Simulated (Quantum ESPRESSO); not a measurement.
**Gd: phonons with LDA**

Gd:

```
CELL_PARAMETERS angstrom
-2.02500 2.02500 2.02500
2.02500 -2.02500 2.02500
2.02500 2.02500 -2.02500
ATOMIC_POSITIONS crystal
Gd 0.00000 0.00000 0.00000
```

This isn't the form of Gd at room conditions, which is hcp.

```yaml
Program: Quantum ESPRESSO 7.5
Task: phonons
Functional: LDA
Potentials_or_basis: JTH 2.0 LDA
Cutoff: 680 eV
Density_cutoff: 4082 eV
k_mesh: 9 × 9 × 9
Occupations: methfessel-paxton, width 0.136 eV
Spin: collinear spin, ferromagnetic start
Starting_moments: "[7.0] μB"
Form_of_the_LDA_correlation: PW92
Mixing_beta: 0.3
Most_SCF_iterations: 120
SCF_threshold: 2e-10 Ry
```

The relaxed volume is 29.38 Å³/atom, the relaxed cell is a = 3.367 Å, b = 3.367 Å, c = 3.367 Å, α = 109.47°, β = 109.47°, γ = 109.47° and the space group after relaxing (to 0.05 Å) is Im-3m (No. 229). The pressure after relaxing is 0.0 GPa, the band gap on the k mesh is none (metal or under the smearing width) and the net moment is 7.53 μB per cell. The absolute moment is 7.53 μB per cell, the site moments are Gd +7.28 μB and the valence electrons inside the program's atomic spheres are Gd 16.43. The highest phonon frequency at the q point run is 99 cm⁻¹ and the most unstable mode is 21i cm⁻¹.

The path:
```csv
step,energy change (eV),largest force (eV/Å),pressure (GPa),volume (Å³)
1,0.0000,0.0000,-4.35,33.22
2,-0.0184,0.0000,-3.67,32.48
3,-0.0396,0.0000,-2.59,31.41
4,-0.0557,0.0000,-0.63,29.84
5,-0.0566,0.0000,0.04,29.36
6,-0.0566,0.0000,0.00,29.38
```

Final structure:
```
Gd
1.0
    -1.94393    1.94393    1.94393
     1.94393   -1.94393    1.94393
     1.94393    1.94393   -1.94393
Gd
1
Direct
  0.00000 0.00000 0.00000
```

Levels at points of the mesh, in eV from the Fermi level:
Spin up:
| k point | band 9 | band 10 | band 11 | band 12 | band 13 | band 14 | band 15 | band 16 | band 17 | band 18 |
| --- | --- | --- | --- | --- | --- | --- | --- | --- | --- | --- |
| (0.00, 0.00, 0.00) | -4.31 | -4.31 | -4.31 | -4.26 | 1.33 | 1.33 | 1.33 | 3.83 | 3.83 | 11.12 |
Spin down:
| k point | band 3 | band 4 | band 5 | band 6 | band 7 | band 8 |
| --- | --- | --- | --- | --- | --- | --- |
| (0.00, 0.00, 0.00) | -19.56 | -19.56 | -4.36 | 0.35 | 0.35 | 0.35 |

Phonon frequencies in cm⁻¹ (negative: imaginary):
```tsv
q point	frequencies
(0.000, 0.000, 0.500)	-21 78 99
```

Phonon modes at q = (0.000, 0.000, 0.500) in reciprocal lattice units:
```
mode  symmetry  cm⁻¹
   1      B_2u   -21
   2      B_1u    78
   3      B_3u    99
```

Wall time 27 min on 1 thread of Arm Neoverse V2 (shared host), peak memory 0.24 GiB.

Caveat: some modes are imaginary; the q point doesn't lie on the k mesh, which can shift a metal's frequencies strongly unless the mesh is converged; spin-orbit coupling is left out, which moves the levels of the heavy elements. The state reached can hang on the start; a lower one may exist.
